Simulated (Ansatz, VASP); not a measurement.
# One calculation of V2N3, two programs

INCAR

```
PREC = Accurate ; ENCUT = 520
EDIFF = 1E-7 ; ISMEAR = 0
SIGMA = 0.15 ; LREAL = False
LASPH = True ; NELM = 80
ALGO = Normal ; ISIF = 2
LWAVE = False ; LCHARG = True
GGA = PS ; LELF = True
LVHAR = True ; NBANDS = 28
```

KPOINTS

```
regular mesh
0
Gamma
  18 18 8
```

File POSCAR:

```
V2N3
1.0
    2.7797869938      0.0000000000      0.0000000000
   -1.3898934969      2.4073661537      0.0000000000
    0.0000000000      0.0000000000      6.1963538749
V N
2 3
Direct
    0.6666666667      0.3333333333      0.3021155180
    0.3333333333      0.6666666667      0.6978844820
    0.0000000000      0.0000000000      0.5100865769
    0.0000000000      0.0000000000      0.1175264884
    0.0000000000      0.0000000000      0.9026466654
```

Input for Ansatz:

```yaml
crystal:
  lattice:
    - [2.7797869938, 0.0, 0.0]
    - [-1.3898934969, 2.4073661537, 0.0]
    - [0.0, 0.0, 6.1963538749]
  atoms:
    - { symbol: V, position: [0.6666666667, 0.3333333333, 0.302115518] }
    - { symbol: V, position: [0.3333333333, 0.6666666667, 0.697884482] }
    - { symbol: "N", position: [0.0, 0.0, 0.5100865769] }
    - { symbol: "N", position: [0.0, 0.0, 0.1175264884] }
    - { symbol: "N", position: [0.0, 0.0, 0.9026466654] }
basis:
  ecutwfc: 420
kpoints:
  mp_grid: { grid: [18, 18, 8] }
hamiltonian:
  xc: pbesol
scf:
  occupations: { method: gaussian, width: 0.15 }
output:
  forces: true
  stress: true
  eigenvalues: true
```

Change from the starting cell: all N atoms moved +0.062 Å, as atom 3 along Cartesian [0 0 1].

Alike in both runs: task single point; functional PBEsol; k mesh 18 × 18 × 8; occupations gaussian, width 0.15 eV; no spin polarisation.

|  | VASP | Ansatz |
| --- | --- | --- |
| version | VASP 6.6.1 | Ansatz 0.2.0 |
| potentials or method | VASP PAW PBE potentials, release 64 (V_sv, N) | scalar-relativistic, plane waves, PAW |
| plane-wave cutoff (eV) | 520 | 420 |
| valence electrons in the cell | 41 | 41 |

Ansatz gave:

```
gap on the k mesh at the Fermi level (eV)       : none
pressure (GPa)                                  : 1.1
largest component of the traceless stress (GPa) : 0.62
rms of the force components (eV/Å)              : 0.824
```

Question: Which values does VASP return?

Answer: gap on the k mesh at the Fermi level (eV): none; pressure (GPa): 1.9; largest component of the traceless stress (GPa): 0.18; rms of the force components (eV/Å): 0.828.

Atom by atom the forces differ by 0.025 eV/Å (rms over components). A gap of «none» marks a metal or a gap that the smearing closes.

Caveats: the PAW data sets were made with another functional, which shifts forces and pressure a little (VASP); the run has no spin polarisation, though such a crystal can be magnetic.
